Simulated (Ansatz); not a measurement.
`BOCCO` + `[CH2]1[NH][AlH]1` → `B[N]1[CH2][AlH]1` + `OCCO`  (ligand exchange at a B–O bond)

Calculated with Ansatz (gas phase, PBE0-D4/def2-TZVP geometries, no zero-point term in ΔE). CCSD(T)/CBS is the MP2 limit (def2-TZVPP, def2-QZVPP) plus CCSD(T) − MP2 in def2-TZVPP, frozen cores. This one scheme is used for every species. One conformer a species, not always the lowest.

```tsv
species	CCSD/CBS(def2) energy (Eh)
`BOCCO`	-255.43687
`[CH2]1[NH][AlH]1`	-337.10097
`B[N]1[CH2][AlH]1`	-362.52083
`OCCO`	-230.01610
```

(1) Work out ΔE.

Largest T1 diagnostic among the species: 0.015.

Results:

(1) ΔE = (-362.52083) + (-230.01610) − (-255.43687) − (-337.10097) = 0.00091 Eh = +0.02 eV. CCSD(T)/CBS gives +0.02 eV.

In def2-TZVPP, CCSD(T) changes the Hartree–Fock value by −0.04 eV (the triples alone add −0.01 eV) and MP2 by −0.07 eV.
